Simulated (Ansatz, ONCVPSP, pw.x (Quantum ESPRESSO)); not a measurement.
**What a changed setting does to a pw.x run (bcc Mn)**

Potential: optimised norm-conserving Vanderbilt (ONCV), ONCVPSP 4.0.1.1 (patched build), PBEsol; core [Ne], reference 3s2 3p6 3d5 4s2; waves: 3s+4s: rc 1.45 bohr, ncon 4, nbas 7, qcut 8 1/bohr, 2 projectors; 3p: rc 1.35 bohr, ncon 4, nbas 8, qcut 11.6 1/bohr, 2 projectors, debl 0.4 Ha; 3d: rc 1.65 bohr, ncon 3, nbas 7, qcut 8.3 1/bohr, 1 projector; local part: polynomial inside 1.00 bohr (lpopt 1, dvloc0 6 Ha); core correction: Teter function, fcfact 3.5, rcfact 1.2. In the p channel the program set the typed energies aside and used -2.002, 0.250 Ha.

The reference run (k-mesh 17³, cutoffs 90/360 Ry, Fermi–Dirac 0.01 Ry, mixing_beta 0.4, conv_thr 1e-9, no spin) gives 2.17 GPa at 10.408 Å³/atom, where all-electron LAPW gives 0.50 GPa. This run, with its own iteration cap, changes mixing_mode to TF.

```
&control
  calculation='scf', prefix='x', pseudo_dir='./', outdir='./tmp', tstress=.true., disk_io='none'
/
&system
  ibrav=0, nat=1, ntyp=1, ecutwfc=90, ecutrho=360, nbnd=15,
  occupations='smearing', smearing='fd', degauss=0.01
/
&electrons
  conv_thr=1e-09, mixing_beta=0.4, electron_maxstep=60, mixing_mode='TF'
/
ATOMIC_SPECIES
Mn 1.0 Mn.UPF
CELL_PARAMETERS angstrom
  -1.37542136 1.37542136 1.37542136
  1.37542136 -1.37542136 1.37542136
  1.37542136 1.37542136 -1.37542136
ATOMIC_POSITIONS crystal
Mn 0.0000 0.0000 0.0000
K_POINTS automatic
17 17 17 0 0 0
```

```bash
pw.x < Mn.scf.in > Mn.scf.out
```

Problem. How does the run end?

Solution. It converges in 9 iterations; the free energy moves by +0.0 meV/atom and the pressure by +0.03 GPa. The result is that of the reference run.

```
Message from routine setup:
     using ibrav=0 with symmetry is DISCOURAGED, use correct ibrav instead
     lattice parameter (alat)  =       4.5019  a.u.
     unit-cell volume          =      70.2367 (a.u.)^3
     number of electrons       =        15.00
     number of Kohn-Sham states=           15
     kinetic-energy cutoff     =      90.0000  Ry
     charge density cutoff     =     360.0000  Ry
     scf convergence threshold =      1.0E-09
     Exchange-correlation= PBESOL
     number of k points=   165  Fermi-Dirac smearing, width (Ry)=  0.0100
     iteration #  1     ecut=    90.00 Ry     beta= 0.40
     total energy              =    -207.89755060 Ry
     estimated scf accuracy    <       0.07035046 Ry
     iteration #  2     ecut=    90.00 Ry     beta= 0.40
     total energy              =    -207.89775298 Ry
     estimated scf accuracy    <       0.01152425 Ry
     iteration #  3     ecut=    90.00 Ry     beta= 0.40
     total energy              =    -207.89949604 Ry
     estimated scf accuracy    <       0.00051177 Ry
     [... 3 iterations left out ...]
     iteration #  7     ecut=    90.00 Ry     beta= 0.40
     total energy              =    -207.89951580 Ry
     estimated scf accuracy    <       0.00000043 Ry
     iteration #  8     ecut=    90.00 Ry     beta= 0.40
     total energy              =    -207.89951589 Ry
     estimated scf accuracy    <          3.3E-09 Ry
     iteration #  9     ecut=    90.00 Ry     beta= 0.40
     the Fermi energy is    21.5405 ev
!    total energy              =    -207.89951589 Ry
     estimated scf accuracy    <          7.0E-10 Ry
     smearing contrib. (-TS)   =      -0.00880758 Ry
     The total energy is F=E-TS. E is the sum of the following terms:
     one-electron contribution =     -68.20260130 Ry
     hartree contribution      =      43.79475414 Ry
     xc contribution           =     -25.96572528 Ry
     ewald contribution        =    -157.51713587 Ry
     convergence has been achieved in   9 iterations
          total   stress  (Ry/bohr**3)                   (kbar)     P=       21.95
     Message from routine punch:
     Nothing written, as per user request (disk_io='none')
```

The run took about 58 s on one core of a shared host (Neoverse-N1, 64 threads, 124 GiB, load 57).
